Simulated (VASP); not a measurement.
## A VASP 6.6.1 single-point calculation on BaTe

INCAR

```
LWAVE = .FALSE.
NELM = 78
IBRION = -1
ALGO = Damped
PREC = Accurate
GGA = PE
NBANDS = 15
LASPH = .TRUE.
SIGMA = 0.02
TIME = 0.2
LCHARG = .FALSE.
NSW = 0
ISIF = 2
LREAL = .FALSE.
ENCUT = 520
ISMEAR = -1
EDIFF = 1E-7
NELECT = 16.5
```

KPOINTS

```
KPOINTS created by Atomic Simulation Environment
0
Gamma
6 6 6
0 0 0
```

POSCAR

```
Ba Te
 1.0000000000000000
     0.0000000000000000    3.4836324785000001    3.5323793129999999
     3.5323793129999999    0.0000000000000000    3.5323793129999999
     3.5323793129999999    3.4836324785000001    0.0000000000000000
 Ba  Te
   1   1
Cartesian
  0.0000000000000000  0.0000000000000000  0.0000000000000000
  3.5323793129999994  3.4836324784999997  3.5323793129999994
```

The recommended PBE PAW datasets give the neutral cell 16 valence electrons.

Command

```
mpirun -np 1 vasp_std
```

Problem. Predict the outcome of this run.

Solution. It converged. Results: pressure 5.3 GPa.

OSZICAR

```
N       E                     dE             d eps       ncg     rms           ort
DAV:   1     0.150666123533E+03    0.15067E+03   -0.66839E+03   450   0.978E+02
DAV:   2     0.320235185255E+02   -0.11864E+03   -0.10810E+03   450   0.212E+02
DAV:   3     0.157091010606E+01   -0.30453E+02   -0.28426E+02   450   0.112E+02
DAV:   4    -0.465226829505E+01   -0.62232E+01   -0.59712E+01   450   0.578E+01
DAV:   5    -0.606066999143E+01   -0.14084E+01   -0.13585E+01   450   0.245E+01
SDA:   6    -0.593018301632E+01    0.13049E+00   -0.22037E+00   450   0.110E+01   0.000E+00
DMP:   7    -0.612288432244E+01   -0.19270E+00   -0.21159E+00   450   0.630E+00   0.824E+00
DMP:   8    -0.629367340881E+01   -0.17079E+00   -0.12100E+00   450   0.271E+00   0.642E+00
DMP:   9    -0.638655079173E+01   -0.92877E-01   -0.54967E-01   450   0.115E+00   0.308E+00
DMP:  10    -0.642821439170E+01   -0.41664E-01   -0.25216E-01   450   0.617E-01   0.124E+00
...
DMP:  36    -0.648773591801E+01   -0.20290E-06   -0.17882E-06   450   0.393E-06   0.965E-06
DMP:  37    -0.648773609140E+01   -0.17338E-06   -0.15704E-06   450   0.352E-06   0.835E-06
DMP:  38    -0.648773624533E+01   -0.15393E-06   -0.14137E-06   450   0.320E-06   0.744E-06
DMP:  39    -0.648773638497E+01   -0.13965E-06   -0.12963E-06   450   0.297E-06   0.676E-06
DMP:  40    -0.648773651225E+01   -0.12728E-06   -0.12054E-06   450   0.279E-06   0.623E-06
DMP:  41    -0.648773663090E+01   -0.11865E-06   -0.11302E-06   450   0.264E-06   0.581E-06
DMP:  42    -0.648773674299E+01   -0.11209E-06   -0.10641E-06   450   0.249E-06   0.545E-06
DMP:  43    -0.648773684813E+01   -0.10514E-06   -0.10007E-06   450   0.234E-06   0.513E-06
DMP:  44    -0.648773694704E+01   -0.98912E-07   -0.93899E-07   450   0.219E-06   0.483E-06
   1 F= -.64877369E+01 E0= -.64855360E+01  d E =-.440186E-02
```

The cell is charged and sits in a uniform background.

For comparison, a separate PBE run of the intended cell, on usual settings and not on those above, gives a gap of 1.52 eV on its mesh and a pressure of 0.7 GPa.
